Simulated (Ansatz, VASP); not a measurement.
One calculation of Be, two programs

Contents of INCAR:

```
PREC     = Accurate       # precision mode
ENCUT    = 520            # plane-wave cutoff, eV
EDIFF    = 1E-6           # SCF threshold, eV
ISMEAR   = -1             # smearing method
SIGMA    = 0.1            # smearing width, eV
LREAL    = F              # projectors in reciprocal space
LASPH    = T              # aspherical terms in the spheres
NELM     = 60             # most SCF steps
ALGO     = Normal         # electronic algorithm
ISIF     = 2              # what is computed and relaxed
LWAVE    = F              # write WAVECAR
LCHARG   = F              # write CHGCAR
GGA      = B5             # functional
ALDAX    = 1.0          
AGGAX    = 1.0          
AGGAC    = 1.0          
ALDAC    = 0.0          
NBANDS   = 7              # bands
```

KPOINTS

```
Automatic mesh
0
Gamma
  19 19 19
```

POSCAR

```
Be
1.0
    0.0000000000      1.5800832824      1.5800832824
    1.5800832824      0.0000000000      1.5800832824
    1.5800832824      1.5800832824      0.0000000000
Be
1
Direct
    0.0000000000      0.0000000000      0.0000000000
```

Input for Ansatz:

```yaml
crystal:
  lattice:
    - [0.0, 1.5800832824, 1.5800832824]
    - [1.5800832824, 0.0, 1.5800832824]
    - [1.5800832824, 1.5800832824, 0.0]
  atoms:
    - { symbol: Be, position: [0.0, 0.0, 0.0] }
hamiltonian:
  xc: blyp
  pseudopotentials:
    kind: paw
    azcp:
      Be: "pseudopotentials/Be.paw.azcp"
basis:
  ecutwfc: 420
  fft_grid_basis: typed
kpoints:
  mp_grid: { grid: [19, 19, 19], shift: [0, 0, 0] }
magnetization:
  spin_polarized: false
scf:
  occupations: { method: fermi_dirac, width: 0.1 }
  lower_state_search: "off"
output:
  stress: true
```

Alike in both runs: task single point; functional BLYP; k mesh 19 × 19 × 19; occupations fermi-dirac, width 0.1 eV; no spin polarisation.

```csv
,VASP,Ansatz
version,VASP 6.6.1,Ansatz 0.2.0
potentials or method,"VASP PAW PBE potentials, release 64 (Be)","plane waves (420 eV) with PAW, scalar-relativistic"
plane-wave cutoff (eV),520,420
valence electrons in the cell,2,2
```

|  | VASP | Ansatz | Ansatz less VASP |
| --- | --- | --- | --- |
| pressure (GPa) | 0.2 | 0.1 | -0.09 |

Caveats: the PAW data sets were made with another functional, which shifts forces and pressure a little (VASP).
